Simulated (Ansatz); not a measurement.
## MnAs: reading a single point

```xyz
4
Lattice="1.8573 3.2387 0.0007 -1.8357 3.2262 -0.0644 0.0999 -0.0564 5.3961" Properties=species:S:1:pos:R:3 pbc="T T T"
Mn    0.0635    0.0291    5.3551
Mn   -1.6780    3.2349    2.5567
As   -0.0915    2.0626    1.3587
As    0.0368    4.2448    3.9122
```

Level: PBEsol, non-collinear spin; 420 eV; 6×6×4 (shifted by 0.5, 0, 0.5 steps) mesh; fermi-dirac occupations (width 0.1 eV); Ansatz 0.2.0, fixed geometry.

Magnetic state (reached from a saved solution, and it need not be the lowest): Mn1 along (0.64, 0.77, 0.00), Mn2 along (0.64, 0.77, 0.00).

Task: Is it stable against the elements?

Result: -0.08 eV an atom against the elements' usual phases (free molecules for gases, crystals otherwise, with no correction for O₂ or N₂), so it is bound against them; other compounds may still compete. Relaxing would lower it.

Task: Give the spin moments.

Result: Mn1 3.08, Mn2 2.72 μB of spin moment in Bader basins; net size 5.57 μB a cell.

Task: Metal or insulator?

Result: It is a metal, with about 2.8 states/eV a cell as the mean within 0.25 eV of the Fermi level, mostly Mn d (74 %) and As p (17 %).

Task: Where is the largest force?

Result: The largest is on Mn2: 1.57 eV/Å, components (-1.41, -0.26, 0.63). It makes 138° with the line to a nearest neighbour, As3 at 2.31 Å, pointing away from it.

Task: Give the Bader charges.

Result: Bader charges in e: Mn +0.55 to +0.63, As -0.61 to -0.58. In the mean Mn gives up most and As takes most.

Task: Is the cell too large or too small?

Result: The pressure is -4.4 GPa (compression positive), so with the atoms held at these fractions the cell would first shrink; the forces are large, so a full relaxation may end otherwise. The principal stresses -7.1, -6.7, 0.7 GPa differ, so its shape would change too.

Origin: a strained cell with displaced atoms, so it need not be a known compound. Caveats: the k mesh is coarse if the cell is a metal; atoms or cell far from equilibrium.
